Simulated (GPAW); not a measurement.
A run of GPAW 26.7.0 is set up as follows.

File run.py:

```python
import numpy as np
from ase.dft.bandgap import bandgap
from ase.io import read, write
from gpaw import GPAW, PW
from gpaw.spinorbit import soc_eigenstates

atoms = read('ZnSe.xyz')

calc = GPAW(mode=PW(600),
            xc={'name': 'optPBE-vdW', 'backend': 'libvdwxc'},
            kpts={'size': (7, 7, 7), 'gamma': True},
            occupations={'name': 'fermi-dirac', 'width': 0.05},
            nbands=18,
            convergence={'density': 1e-05, 'energy': 1e-05},
            maxiter=150,
            txt='gpaw.txt')
atoms.calc = calc
energy = atoms.get_potential_energy()
forces = atoms.get_forces()
calc.write('gs.gpw')
write('result.traj', atoms)
print(f'Energy: {energy:.6f} eV')
print('Forces (eV/A):')
print(forces.round(4))
print('Fermi level:', round(calc.get_fermi_level(), 4), 'eV')
print(f'Gap: {bandgap(calc)[0]:.4f} eV, direct: {bandgap(calc, direct=True)[0]:.4f} eV')

path = atoms.cell.bandpath('GXWKGLUWLK,UX', npoints=80, eps=1e-4)
bs_calc = calc.fixed_density(kpts=path, symmetry='off', nbands=29,
                             convergence={'bands': 'CBM+6.0', 'eigenstates': 1e-6}, txt='bands.txt')
bs = bs_calc.band_structure()
bs.write('bs.json')
print(f'Gap on the path: {bandgap(bs_calc)[0]:.4f} eV')

soc = soc_eigenstates(bs_calc, theta=54.7, phi=45)
np.savetxt('soc_bands.dat', soc.eigenvalues(), fmt='%.4f')
mesh = soc_eigenstates('gs.gpw', theta=54.7, phi=45)
np.savetxt('soc_mesh.dat', mesh.eigenvalues(), fmt='%.4f')
print('Fermi level with spin-orbit coupling:', round(mesh.fermi_level, 4), 'eV')
```

The input ZnSe.xyz:

```xyz
2
Lattice="0.0000000000 2.8338000000 2.8338000000 2.8338000000 0.0000000000 2.8338000000 2.8338000000 2.8338000000 0.0000000000" Properties=species:S:1:pos:R:3 pbc="T T T"
Se     4.2507000000      4.2507000000      4.2507000000
Zn     0.0000000000      0.0000000000      0.0000000000
```

Potentials or basis: GPAW PAW data sets (gpaw-data 1.2.1), pw.

Command:

```console
$ OMP_NUM_THREADS=1 python run.py
```

(1) Estimate the band gap on the k mesh.

(2) What does it give for the band gap along the path?

Results:

(1) 1.22 eV, direct.

(2) 1.22 eV, direct.

Caveat: spin-orbit coupling was added after a scalar SCF, so levels and gaps hold it while energy, forces, pressure and moments don't; this program's spin-orbit splittings come out too wide for heavy elements; the PAW data sets were made with another functional, which shifts forces and pressure a little.

**What was measured.**

From “Alloy Disordering Effects on the Thermal Conductivity and Energy Gap Temperature Dependence of Cd1−xZnxSe Ternary Crystals Grown by the Bridgman Method”, 2023, pmc:10253836, for a bulk crystal of ZnSe at 300 K: band gap 2.695 ± 0.003 eV (an exciton energy, a little under the gap).

Against the measured gap of ZnSe, 2.695 eV (an exciton energy, a little under the gap; 300 K; “Alloy Disordering Effects on the Thermal Conductivity and Energy Gap Temperature Dependence of Cd1−xZnxSe Ternary Crystals Grown by the Bridgman Method”, 2023, pmc:10253836), the calculated 1.22 eV is off by -1.47 eV. So large a miss can be the level of theory's own, or it may mean another phase, state or a wrong row. The value is that of optPBE-vdW, without temperature or zero-point motion.
